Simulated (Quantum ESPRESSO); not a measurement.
A run of Quantum ESPRESSO 7.5 is set up as follows.

The input pw.in:

```
&CONTROL
  calculation = 'vc-relax'
  prefix = 'pwscf'
  outdir = './tmp'
  pseudo_dir = './pseudo'
  tprnfor = .true.
  tstress = .true.
  disk_io = 'low'
  nstep = 40
  forc_conv_thr = 0.0004
  etot_conv_thr = 1d-05
/
&SYSTEM
  ibrav = 0
  A = 4.45495439
  nat = 2
  ntyp = 1
  ecutwfc = 72
  nbnd = 21
  occupations = 'smearing'
  smearing = 'fd'
  degauss = 0.00367493
/
&ELECTRONS
  conv_thr = 4d-10
  electron_maxstep = 120
  mixing_beta = 0.5
/
&IONS
  ion_dynamics = 'bfgs'
/
&CELL
  cell_dynamics = 'bfgs'
  press = 0
  press_conv_thr = 0.3
/
ATOMIC_SPECIES
Sn   118.7100 Sn.upf
CELL_PARAMETERS alat
  -0.6599709442    0.6599709442    0.3589940208
   0.6599709442   -0.6599709442    0.3589940208
   0.6599709442    0.6599709442   -0.3589940208
ATOMIC_POSITIONS alat
Sn     0.0000000000    0.0000000000    0.0000000000
Sn     0.0000000000    0.6599709442    0.1794970104
K_POINTS automatic
9 9 9 0 0 0
```

Potentials or basis: PseudoDojo 0.4.1 SR LDA standard.

Command:

```bash
$ OMP_NUM_THREADS=1 pw.x -in pw.in > pw.out
```

(1) Predict the relaxed cell.

(2) What does it give for the band gap on the k mesh?

(3) What does it give for the space group after relaxing (to 0.05 Å)?

Results:

(1) a = 4.381 Å, b = 4.381 Å, c = 4.381 Å, α = 97.32°, β = 97.32°, γ = 138.18°.

(2) none (metal or under the smearing width).

(3) I4_1/amd (No. 141).
